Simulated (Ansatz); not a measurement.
Computed properties of MgO

```yaml
crystal:
  lattice:
    - [0.00000, 2.13515, 2.13515]
    - [2.13515, 0.00000, 2.13515]
    - [2.13515, 2.13515, 0.00000]
  atoms:
    - { symbol: Mg, position: [0.00000, 0.00000, 0.00000] }
    - { symbol: O, position: [0.50000, 0.50000, 0.50000] }
```

Atoms are numbered in the order listed.

Conventional cell: a = 4.270 Å, b = 4.270 Å, c = 4.270 Å, α = 90.00°, β = 90.00°, γ = 90.00°. Mg (atom 1) is surrounded by 6 O at 2.14 Å. O (atom 2) has 6 Mg at 2.14 Å as nearest neighbours.

The cell is a measured one (Crystallography Open Database entry 9006462); the temperature and pressure of the measurement aren't taken into account, and nothing was relaxed. It was measured hot, at 1305 K.

Methods: DFT, PBE, all-electron LAPW, scalar-relativistic (Ansatz 0.2.0); DFT, PBE, PAW with Ansatz's default frozen-core files, scalar-relativistic (Ansatz 0.2.0).

For LAPW: a Γ-centred 11×11×11 k mesh, Fermi–Dirac smearing of 0.01 eV, basis error target 1 meV/atom, no spin polarisation. PAW takes a cutoff of 420 eV at this cell. The Ansatz runs share mesh, smearing and spin set-up. Values come from LAPW unless marked.

| Quantity | Value |
| --- | --- |
| Pressure at this cell | -1.63 GPa |
| Band gap | 4.35 eV, direct at Γ |
| Löwdin charges (with 0.16 e of the cell spilling out of the atomic basis, so their sizes and signs hang on that basis) | Mg1 1.52, O2 -1.36 e |
| Bader charges (from the PAW run) | Mg1 +1.72, O2 -1.72 e |
| Volume per atom | 65.7 bohr³ |
